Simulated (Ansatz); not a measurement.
# TaSi2 (P6_222) in Ansatz: further runs

The runs below take TaSi2 through relaxation of cell and atoms, with PBE, PBEsol, LDA.

All numbers are computed with Ansatz 0.2.0; they aren't measurements. Logs are shortened: lines on timing, memory, paths and dates and some standing lists are left out, and cuts for length are marked.

**1. Starting point**

The structure is hexagonal, space group P6_222 (No. 180). Conventional cell: a = 4.780 Å, b = 4.780 Å, c = 6.564 Å, α = 90.00°, β = 90.00°, γ = 120.00°. Ta (site symmetry 222) is surrounded by 10 Si at 2.59 to 2.76 Å. Around Si (site symmetry 2) lie 5 Si at 2.59 to 2.76 Å and 5 Ta at 2.59 to 2.76 Å.

**2. Relaxation of cell and atoms, PBE**

input.yaml

```yaml
crystal:
  lattice:
    - [4.78, 0.0, 0.0]
    - [-2.39, 4.1396014301, 0.0]
    - [0.0, 0.0, 6.564]
  atoms:
    - { symbol: Ta, position: [0.0, 0.5, 0.1666666667] }
    - { symbol: Ta, position: [0.5, 0.5, 0.8333333333] }
    - { symbol: Ta, position: [0.5, 0.0, 0.5] }
    - { symbol: Si, position: [0.3333, 0.16665, 0.1666666667] }
    - { symbol: Si, position: [0.16665, 0.83335, 0.8333333333] }
    - { symbol: Si, position: [0.83335, 0.6667, 0.5] }
    - { symbol: Si, position: [0.6667, 0.83335, 0.1666666667] }
    - { symbol: Si, position: [0.83335, 0.16665, 0.8333333333] }
    - { symbol: Si, position: [0.16665, 0.3333, 0.5] }
kpoints:
  mp_grid: { grid: [6, 6, 3] }
scf:
  occupations: { method: fermi_dirac, width: 0.05 }
hamiltonian:
  xc: pbe
  pseudopotentials: { kind: all_electron, lapw: { basis_error: 0.002 } }
output:
  forces: true
  stress: true
relax:
  f_tol: 0.02
  max_steps: 60
  cell: {}
```

Potentials or basis: all-electron LAPW, scalar-relativistic.

Launch:

```bash
> ansatz run input.yaml --threads 8 --pin off --max-ram 24576MiB --backend cpu --events-out ev --progress --plain --runs-dir out
```

What it wrote:

```text
Warning: RAYON_NUM_THREADS=8 ignored (pool sized by the plan → 8); use --threads N
The last accepted step is kept in <dir> (removed where the run ends without a failure and the disk answers)
LAPW: plane waves up to 8.060 Å⁻¹, error target 2.0e-3 eV per atom; small_component_spin mean_spin; Si in spheres of 1.092 Å, 12 of its electrons in bands, Dirac shells []; Ta in spheres of 1.417 Å, 37 of its electrons in bands, Dirac shells [] (how accurate: hamiltonian.pseudopotentials.lapw.basis_error, Limitations)
Engine: ansatz 0.2.0, x86_64-unknown-linux-gnu
Pseudopotentials: kind: all_electron
Pseudopotential: Ta, LAPW, valence charge 37, lapw/all_electron/scalar/gaussian/Ta, Koelling and Harmon's equation, gaussian nucleus
Pseudopotential: Si, LAPW, valence charge 12, lapw/all_electron/scalar/gaussian/Si, Koelling and Harmon's equation, gaussian nucleus
Functional definition: PBE
  parameter kappa = 0.804
  parameter beta = 0.06672455060314922
  exchange = pbe_x(kappa = kappa, mu = beta*pi^2/3)
  correlation = pbe_c(beta = beta)
Crystal: 9 atoms, lattice volume = 129.884 Å³
Basis set: ecut = 247.50607657262995 eV, 1133 PW (Γ), exchange–correlation at level 2
Bands: 110, of which v1, the nominal top of the filled ones, is band 92 counted from 1 (91 counted from 0)
Symmetry: 12 space group operations
Space group: P6222 (ITA 180), of the structure as read, at distance tolerance 5.1e-5 Å
k-points: 14 of 108 (time reversal used)
Non-local potential: Ta, projectors of the file, none
Non-local potential: Si, projectors of the file, none
Initial density: superposition of atomic densities (chi_scale 0.1, normalization cell, long waves kept (reshape's long-wave potential 0.00 eV rms))
Initial wavefunctions: plane waves of lowest kinetic energy (no species holds an atomic orbital)
Functional: x = pbe(κ = 0.804, μ = 0.2195149727645171), c = pbe(β = 0.06672455060314922)
iter 1 solved again at ethr=3.84e-4 eV; its pass at ethr=1.00e-1 eV (dr2=7.04e-1 eV) is discarded
SCF iter   1: F=—  HF=-1321065.545205 eV  |F-HF|=—  |Δ(HF+E_count)|=         —  Δρ=2.84e-2  dr2=7.06e-1  ethr=3.84e-4  ⟨swp⟩=2.3  Hψ=9848  notcnv=0
preconditioner: auto → Kerker (q_TF=auto, 2.889 Å⁻¹)  [metal: Δε(μ)=0.011 eV  Ē_g=15.984 eV  σ=0.050 eV  W_gap=0.05  n_scr=54 (ndim 8)  ℏωp=29.3 eV  f_vac=0.000  D(μ)=6.25/eV (n_scr^D=54)]
SCF iter   2: F=—  HF=-1321065.198571 eV  |F-HF|=—  |Δ(HF+E_count)|=   3.47e-1  Δρ=1.86e-2  dr2=4.99e-1  ethr=3.84e-4  ⟨swp⟩=2.1  Hψ=4607  notcnv=0
SCF iter   3: F=—  HF=-1321065.089395 eV  |F-HF|=—  |Δ(HF+E_count)|=   1.09e-1  Δρ=1.19e-2  dr2=1.71e-1  ethr=2.72e-4  ⟨swp⟩=2.0  Hψ=4589  notcnv=0
SCF iter   4: F=—  HF=-1321065.038506 eV  |F-HF|=—  |Δ(HF+E_count)|=   5.09e-2  Δρ=3.88e-3  dr2=2.15e-2  ethr=9.37e-5  ⟨swp⟩=2.0  Hψ=4401  notcnv=0
SCF iter   5: F=—  HF=-1321065.034995 eV  |F-HF|=—  |Δ(HF+E_count)|=         —  Δρ=1.58e-3  dr2=3.27e-3  ethr=1.17e-5  ⟨swp⟩=2.0  Hψ=4358  notcnv=0
the basis was enlarged: its passes take 378.8 KiB over the memory plan, 8 of 8 planned eigensolver slots
iter 6 solved again at ethr=1.71e-7 eV; its pass at ethr=1.79e-6 eV (dr2=3.12e-4 eV) is discarded
SCF iter   6: F=—  HF=-1321065.033884 eV  |F-HF|=—  |Δ(HF+E_count)|=   1.11e-3  Δρ=4.60e-4  dr2=3.13e-4  ethr=1.71e-7  ⟨swp⟩=2.0  Hψ=7496  notcnv=0
SCF iter   7: F=—  HF=-1321065.033866 eV  |F-HF|=—  |Δ(HF+E_count)|=   1.75e-5  Δρ=1.70e-4  dr2=5.32e-5  ethr=1.71e-7  ⟨swp⟩=2.0  Hψ=4357  notcnv=0
SCF iter   8: F=—  HF=-1321065.033865 eV  |F-HF|=—  |Δ(HF+E_count)|=   8.03e-7  Δρ=4.56e-5  dr2=5.93e-6  ethr=2.91e-8  ⟨swp⟩=2.0  Hψ=4357  notcnv=0
SCF iter   9: F=—  HF=-1321065.033864 eV  |F-HF|=—  |Δ(HF+E_count)|=   1.15e-6  Δρ=1.13e-5  dr2=1.40e-7  ethr=3.24e-9  ⟨swp⟩=2.0  Hψ=4357  notcnv=0
SCF iter  10: F=-1321065.033864 eV  HF=-1321065.033864 eV  |F-HF|=3.59e-8  |Δ(HF+E_count)|=   3.66e-8  Δρ=3.66e-6  dr2=3.21e-8  ethr=7.67e-11  ⟨swp⟩=2.0  Hψ=4357  notcnv=0
SCF 1 converged in 10 iterations: F = -1321065.033864 eV  dr2 = 3.21e-8
relax step   1: F+E_penalty+E_count = -1321065.03386429 eV  Δ(F+E_penalty+E_count) = +0.000e0 eV  max|allowed force component| = 7.242e-1 eV/Å  Δτ_max = 0.0000 Å  P = +3.504 GPa  Ω = 129.884 Å³  (10 SCF iters, accepted)
Crystal: 9 atoms, lattice volume = 133.375 Å³
Basis set: ecut = 243.16813850418782 eV, 1133 PW (Γ), exchange–correlation at level 2
Initial density: handed on by an earlier stage of this run
Initial wavefunctions: those handed on with the density
iter 1 solved again at ethr=8.50e-5 eV; its pass at ethr=1.00e-1 eV (dr2=1.56e-1 eV) is discarded
SCF iter   1: F=—  HF=-1321065.221006 eV  |F-HF|=—  |Δ(HF+E_count)|=         —  Δρ=6.36e-3  dr2=1.54e-1  ethr=8.50e-5  ⟨swp⟩=3.6  Hψ=7853  notcnv=0
preconditioner: auto → Kerker (q_TF=auto, 2.876 Å⁻¹)  [metal: Δε(μ)=0.027 eV  Ē_g=16.322 eV  σ=0.050 eV  W_gap=0.13  n_scr=54 (ndim 8)  ℏωp=28.9 eV  f_vac=0.000  D(μ)=5.81/eV (n_scr^D=52)]
SCF iter   2: F=—  HF=-1321065.193944 eV  |F-HF|=—  |Δ(HF+E_count)|=   2.71e-2  Δρ=4.14e-3  dr2=6.66e-2  ethr=8.41e-5  ⟨swp⟩=2.0  Hψ=4358  notcnv=0
[... 30 lines left out ...]
SCF iter   3: F=—  HF=-1321065.192172 eV  |F-HF|=—  |Δ(HF+E_count)|=   1.93e-5  Δρ=4.28e-5  dr2=4.04e-6  ethr=1.82e-8  ⟨swp⟩=3.0  Hψ=4535  notcnv=0
iter 4 solved again at ethr=4.24e-11 eV; its pass at ethr=1.78e-9 eV (dr2=9.63e-8 eV) is discarded
SCF iter   4: F=—  HF=-1321065.192171 eV  |F-HF|=—  |Δ(HF+E_count)|=   9.62e-7  Δρ=6.71e-6  dr2=9.63e-8  ethr=4.24e-11  ⟨swp⟩=2.0  Hψ=7658  notcnv=0
SCF iter   5: F=—  HF=-1321065.192171 eV  |F-HF|=—  |Δ(HF+E_count)|=   2.26e-8  Δρ=3.89e-6  dr2=3.13e-8  ethr=4.24e-11  ⟨swp⟩=2.0  Hψ=4357  notcnv=0
SCF iter   6: F=-1321065.192171 eV  HF=-1321065.192171 eV  |F-HF|=8.38e-9  |Δ(HF+E_count)|=   4.75e-8  Δρ=2.71e-6  dr2=1.52e-8  ethr=1.38e-11  ⟨swp⟩=2.0  Hψ=4357  notcnv=0
SCF 4 converged in 6 iterations: F = -1321065.192171 eV  dr2 = 1.52e-8
relax step   4: F+E_penalty+E_count = -1321065.19217098 eV  Δ(F+E_penalty+E_count) = -3.660e-4 eV  max|allowed force component| = 8.819e-4 eV/Å  Δτ_max = 0.0015 Å  P = -0.035 GPa  Ω = 131.999 Å³  (6 SCF iters, accepted)
Crystal: 9 atoms, lattice volume = 131.965 Å³
Basis set: ecut = 244.89693600837043 eV, 1133 PW (Γ), exchange–correlation at level 2
iter 1 solved again at ethr=6.83e-10 eV; its pass at ethr=1.00e-1 eV (dr2=1.25e-6 eV) is discarded
SCF iter   1: F=—  HF=-1321065.192182 eV  |F-HF|=—  |Δ(HF+E_count)|=         —  Δρ=4.59e-5  dr2=3.03e-6  ethr=6.83e-10  ⟨swp⟩=5.0  Hψ=8775  notcnv=0
preconditioner: auto → Kerker (q_TF=auto, 2.881 Å⁻¹)  [metal: Δε(μ)=0.024 eV  Ē_g=16.387 eV  σ=0.050 eV  W_gap=0.12  n_scr=54 (ndim 8)  ℏωp=29.1 eV  f_vac=0.000  D(μ)=6.49/eV (n_scr^D=54)]
SCF iter   2: F=—  HF=-1321065.192182 eV  |F-HF|=—  |Δ(HF+E_count)|=   5.59e-7  Δρ=2.87e-5  dr2=1.17e-6  ethr=6.83e-10  ⟨swp⟩=2.0  Hψ=4357  notcnv=0
SCF iter   3: F=—  HF=-1321065.192181 eV  |F-HF|=—  |Δ(HF+E_count)|=   3.25e-7  Δρ=1.08e-5  dr2=1.97e-7  ethr=6.38e-10  ⟨swp⟩=2.0  Hψ=4357  notcnv=0
SCF iter   4: F=-1321065.192181 eV  HF=-1321065.192181 eV  |F-HF|=5.59e-8  |Δ(HF+E_count)|=   6.10e-8  Δρ=3.67e-6  dr2=2.28e-8  ethr=1.08e-10  ⟨swp⟩=2.0  Hψ=4357  notcnv=0
SCF 5 converged in 4 iterations: F = -1321065.192181 eV  dr2 = 2.28e-8
relax step   5: F+E_penalty+E_count = -1321065.19218127 eV  Δ(F+E_penalty+E_count) = -1.029e-5 eV  max|allowed force component| = 5.420e-4 eV/Å  Δτ_max = 0.0002 Å  P = +0.003 GPa  Ω = 131.965 Å³  (4 SCF iters, accepted)
iter 1 solved again at ethr=1.17e-11 eV; its pass at ethr=1.00e-1 eV (dr2=2.14e-8 eV) is discarded
SCF iter   1: F=—  HF=-1321065.192187 eV  |F-HF|=—  |Δ(HF+E_count)|=         —  Δρ=3.48e-6  dr2=2.14e-8  ethr=1.86e-11 (applied; sched 1.17e-11)  ⟨swp⟩=3.8  Hψ=7506  notcnv=0
SCF iter   2: F=-1321065.192187 eV  HF=-1321065.192187 eV  |F-HF|=1.77e-8  |Δ(HF+E_count)|=   2.45e-7  Δρ=2.53e-6  dr2=1.18e-8  ethr=1.38e-11 (applied; sched 1.17e-11)  ⟨swp⟩=2.1  Hψ=4359  notcnv=0
SCF 6 converged in 2 iterations: F = -1321065.192187 eV  dr2 = 1.18e-8
relax step   6: F+E_penalty+E_count = -1321065.19218736 eV  Δ(F+E_penalty+E_count) = -6.093e-6 eV  max|allowed force component| = 5.505e-4 eV/Å  Δτ_max = 0.0000 Å  P = +0.003 GPa  Ω = 131.965 Å³  stress off target by 4.55e-3 GPa  SCF on the basis re-selected at this cell (its energy is not comparable with the rows above)  (2 SCF iters)
basis re-selected at this cell: Δ(F+E_penalty+E_count) = -6.093e-6 eV, ΔP = -0.000 GPa vs the last step (what re-selecting the basis moved, after the strain that the cell walked since its last selection, with what the two solves' SCF thresholds leave and, on support functions, any second-order correction that the steps lacked; it is no measure of the basis error at this ecutwfc). This SCF's stress stands 4.55e-3 GPa from its target on what of the cell is left free (relax.cell.stress_tol is 5.00e-2 GPa) and its largest allowed force component is 5.51e-4 eV/Å (relax.f_tol is 2.00e-2 eV/Å): within both
SCF converged after 2 iterations
Free energy (F): -1321065.192187 eV
Harris-Foulkes:  -1321065.192187 eV  (|F-HF|=1.77e-8)
Internal energy: -1321065.144143 eV  (E = F + TS)
E sigma→0 (E₀):  -1321065.168165 eV
Entropy (-TS):   -0.048044 eV (-5.338 meV/atom)
Fermi energy:    18.657338 eV
--- Per-component energies (eV) ---
  E_band       = -9992.207162
  E_kinetic    = 1469290.003682
  E_xc         = -29289.559630
  E_electrostatic = -2761065.588196  (all electrons and nuclei)
  E_smearing   = -0.048044  (= −TS)
  E_closure    = 0.000000  (closes the sum)
  E_atoms      = -1320999.249968  (free atoms, spherical and without spin; not in F)
  Σ components = -1321065.192187   (vs F -1321065.192187, Δ=0.00e0)
  Basis errors (estimates in eV, not in F): energy 6.8e-4 per atom: plane waves 6.2e-4 (3.4e-4 summed), levels above the bands 4.2e-52, relativity 4.7e-8, radial functions 6.3e-5, core shells 1.5e-6; eigenvalues (radial functions only) 8.3e-7; not estimated: angular momenta, meshes, grids; target (lapw.basis_error) 2.0e-3; muffin-tin radii Si 1.098 Å, Ta 1.425 Å
--- Forces (eV/Å), atoms counted from 1 ---
  atom   1  Ta     0.00000000    -0.00000000     0.00000000
  atom   2  Ta     0.00000000    -0.00000000    -0.00000000
  atom   3  Ta     0.00000000     0.00000000    -0.00000000
  atom   4  Si     0.00047676     0.00027526    -0.00000000
  atom   5  Si     0.00047676    -0.00027526    -0.00000000
  atom   6  Si    -0.00000000    -0.00055052    -0.00000000
  atom   7  Si    -0.00047676    -0.00027526     0.00000000
  atom   8  Si    -0.00047676     0.00027526    -0.00000000
  atom   9  Si     0.00000000     0.00055052     0.00000000
  max |Σ_I F_I| component: 1.39e-17 eV/Å
--- Stress (GPa, compression-positive) ---
        0.004552      -0.000000       0.000000
       -0.000000       0.004552      -0.000000
        0.000000      -0.000000      -0.000033
  P = ⅓ Tr σ = 0.0030 GPa (0.030 kbar)
--- Relaxed structure (5 steps of the walk, 5 accepted, 1 SCFs on fresh bases) ---
  F+E_penalty+E_count = -1321065.19218736 eV   max|allowed force component| = 5.505e-4 eV/Å   (the final SCF, on the basis selected at the relaxed cell)
  cell:  # Å, volume = 131.9650 Å³
    - [4.806517172548169, -3.332663650043522e-33, -1.4466789935416198e-33]
    - [-2.4032585862740845, 4.162565975152867, 7.959568368733754e-19]
    - [-2.0906221205641438e-33, 1.2621168403444994e-18, 6.595794868904948]
  atoms:
    - { symbol: Ta, position: [-2.7780842819557896e-17, 0.49999999999999994, 0.16666666666666666] }
    - { symbol: Ta, position: [0.5, 0.49999999999999994, 0.8333333333333334] }
    - { symbol: Ta, position: [0.5, 3.7249393429047527e-19, 0.49999999999999994] }
    - { symbol: Si, position: [0.3181743904569991, 0.15908719522849954, 0.16666666666666666] }
    - { symbol: Si, position: [0.1590871952284995, 0.8409128047715003, 0.8333333333333334] }
    - { symbol: Si, position: [0.8409128047715004, 0.6818256095430009, 0.49999999999999994] }
    - { symbol: Si, position: [0.6818256095430008, 0.8409128047715003, 0.16666666666666666] }
    - { symbol: Si, position: [0.8409128047715005, 0.15908719522849954, 0.8333333333333334] }
    - { symbol: Si, position: [0.15908719522849954, 0.3181743904569991, 0.49999999999999994] }
```

Wall time 2.5 min (8 threads of AMD EPYC (Zen 3), shared host); peak memory 1.3 GiB.

What came out:

```
Free energy                            : -1321065.1922 eV
Relaxed volume                         : 14.66 Å³/atom
Relaxed cell                           : a = 4.807 Å, b = 4.807 Å, c = 6.596 Å, α = 90.00°, β = 90.00°, γ = 120.00°
Space group after relaxing (to 0.05 Å) : P6_222 (No. 180)
Energy gained by relaxing              : 17.6 meV/atom
Ionic steps                            : 6
Pressure after relaxing                : 0.0 GPa
```

The path:
```csv
step,energy change (eV),largest force (eV/Å),volume (Å³)
1,0.0000,0.7242,129.88
2,-0.1392,0.0939,133.37
3,-0.1579,0.0070,132.09
4,-0.1583,0.0009,132.00
5,-0.1583,0.0005,131.97
6,-0.1583,0.0006,131.97
```

Final structure:
```
Ta Si
1.0
     4.80652    0.00000    0.00000
    -2.40326    4.16257    0.00000
     0.00000    0.00000    6.59579
Ta Si
3 6
Direct
  0.00000 0.50000 0.16667
  0.50000 0.50000 0.83333
  0.50000 0.00000 0.50000
  0.31817 0.15909 0.16667
  0.15909 0.84091 0.83333
  0.84091 0.68183 0.50000
  0.68183 0.84091 0.16667
  0.84091 0.15909 0.83333
  0.15909 0.31817 0.50000
```

Caveat: the k mesh is thin for a metal, which can move the energy by tens of meV per atom.

(Continued in part 2 of 2.)
